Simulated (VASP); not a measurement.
Crystal: PbF2 (Fluorocronite).

```
Pb F
1.0
     0.00000    2.96366    2.96366
     2.96366    0.00000    2.96366
     2.96366    2.96366    0.00000
Pb F
1 2
Direct
  0.00000 0.00000 0.00000
  0.75000 0.75000 0.75000
  0.25000 0.25000 0.25000
```

* Program: VASP 6.6.1
* Task: single point
* Functional: PBE
* Potentials or basis: VASP PAW PBE potentials, release 64 (Pb_d, F)
* Cutoff: 520 eV
* k mesh: 8 × 8 × 8
* Occupations: fermi-dirac, width 0.05 eV
* Spin: no spin polarisation

On this cell: pressure 2.5 GPa; largest force zero by symmetry; band gap on the k mesh 4.42 eV, indirect (least direct gap 4.56 eV).

The same run follows on a disturbed copy (atoms moved at random, drawn with an rms of 0.05 Å):

```
Pb F
1.0
     0.00000    2.96366    2.96366
     2.96366    0.00000    2.96366
     2.96366    2.96366    0.00000
Pb F
1 2
Direct
  0.98240 0.99974 0.00207
  0.75164 0.74372 0.76022
  0.26519 0.24966 0.24220
```

Problem. What does the disturbed cell give?

Solution. The energy moves by +5.0 meV/atom; pressure 2.8 GPa; largest force 0.235 eV/Å; band gap on the k mesh 4.38 eV, indirect (least direct gap 4.56 eV).

Forces in eV/Å, atoms in the order of the input:
```
Pb  -0.035  0.144  0.130
F   -0.081 -0.091  0.067
F    0.116 -0.053 -0.197
```

Stress tensor (GPa, compression positive):
```
 2.76 -0.57  0.07
-0.57  2.78  0.48
 0.07  0.48  2.80
```

Caveats: spin-orbit coupling is left out, which as a rule narrows the gap of such compounds by several tenths of an eV.

A k mesh can miss the band edges.
